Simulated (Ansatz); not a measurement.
C4H10O can be A, `CCCCO`, or B, `CCCOC`.

Calculated with Ansatz (gas phase, PBE0-D4/def2-TZVP geometries, no zero-point term in ΔE). CCSD(T)/CBS adds triple-zeta CCSD(T) − MP2 to the extrapolated MP2 energy (def2 sets, frozen cores). Functionals use def2-TZVPP. B3LYP here is the variant with VWN-RPA as its local correlation; programs differ in this. One conformer a species, not always the lowest.

A:

Z-matrix (Å, degrees):
```
C
C 1 1.519
H 1 1.093 2 111.1
H 1 1.094 2 111.1 3 -119.6
H 1 1.092 2 111.6 3 120.2
C 2 1.520 1 112.9 3 59.6
H 2 1.096 1 109.6 3 -178.2
H 2 1.096 1 109.6 3 -62.3
C 6 1.515 2 112.9 1 179.5
H 6 1.096 2 110.1 1 -58.8
H 6 1.099 2 109.3 1 57.8
O 9 1.412 6 113.3 2 177.4
H 9 1.094 6 110.0 2 59.5
H 9 1.100 6 109.8 2 -57.9
H 12 0.961 9 108.2 6 58.9
```

B:

Z-matrix (Å, degrees):
```
C
C 1 1.518
H 1 1.094 2 111.4
H 1 1.094 2 111.4 3 -120.1
H 1 1.092 2 111.2 3 120.0
C 2 1.510 1 112.1 3 60.1
H 2 1.094 1 110.4 3 -178.8
H 2 1.094 1 110.4 3 -61.1
O 6 1.403 2 109.4 1 -180.0
H 6 1.103 2 110.2 1 58.9
H 6 1.103 2 110.2 1 -58.8
C 9 1.398 6 112.5 2 -180.0
H 12 1.090 9 107.7 6 -180.0
H 12 1.100 9 111.6 6 -60.6
H 12 1.100 9 111.6 6 60.6
```

Q: Which is lower in electronic energy at CCSD(T)/CBS, and by how much? (Best estimate.)

A: The calculation gave: A, by 39.4 kJ/mol.

Q: Give E(B) − E(A) in kJ/mol with CCSD/def2-TZVPP, PBE-D4, CCSD(T)/def2-TZVPP, HF/def2-TZVPP, CCSD(T)/def2-SVP, MP2/def2-TZVPP, B3LYP. (Best estimate.)

A: The calculation gave: CCSD/def2-TZVPP 36.9, PBE-D4 34.4, CCSD(T)/def2-TZVPP 37.1, HF/def2-TZVPP 28.8, CCSD(T)/def2-SVP 31.5, MP2/def2-TZVPP 40.4, B3LYP 30.3. None reverses the order clearly.

Q: Does the order hold for the free energy at 298.15 K (harmonic terms from PBE0-D4)? (An estimate is asked.)

A: Ansatz gave: Yes: G(B) − G(A) = +37.9 kJ/mol, for one conformer each.

Largest T1 diagnostic: 0.009.

From BLYP to BHLYP (50 % exact exchange), in def2-TZVPP and without D4, E(B) − E(A) moves by +3.5 kJ/mol. In def2-TZVPP, CCSD(T) changes the Hartree–Fock value by +8.2 kJ/mol (the triples alone add +0.2 kJ/mol) and MP2 by +11.6 kJ/mol.
